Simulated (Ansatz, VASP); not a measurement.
# BeTe in VASP and in Ansatz

```
Be Te
1.0
     0.00000    2.77731    2.77731
     2.77731    0.00000    2.77731
     2.77731    2.77731    0.00000
Be Te
1 1
Direct
  0.00000 0.00000 0.00000
  0.75000 0.75000 0.75000
```

Alike in both runs: functional LDA; k mesh 8 × 8 × 8; no spin polarisation.

Ansatz relaxed the structure, and its values are those at the end. VASP's run is a single point on that final structure, the one shown.

|  | VASP | Ansatz |
| --- | --- | --- |
| version | VASP 6.6.1 | Ansatz 0.2.0 |
| potentials or method | VASP PAW LDA potentials, release 64 (Be, Te) | scalar-relativistic, plane waves, PAW |
| plane-wave cutoff (eV) | 520 | 420 |
| occupations | gaussian, width 0.01 eV | fixed |
| valence electrons in the cell | 8 | 18 |

Ansatz gave:

- gap on the k mesh at the Fermi level (eV): 1.79
- least direct gap on the mesh (eV): 3.59
- pressure (GPa): 0.0

Task: Estimate VASP's values.

Result: gap on the k mesh at the Fermi level (eV): 1.77; least direct gap on the mesh (eV): 3.55; pressure (GPa): 0.3.

The two sets of potentials don't hold the same shells in valence.

Caveats: spin-orbit coupling is left out, which moves the levels of the heavy elements. A k mesh can miss the band edges.
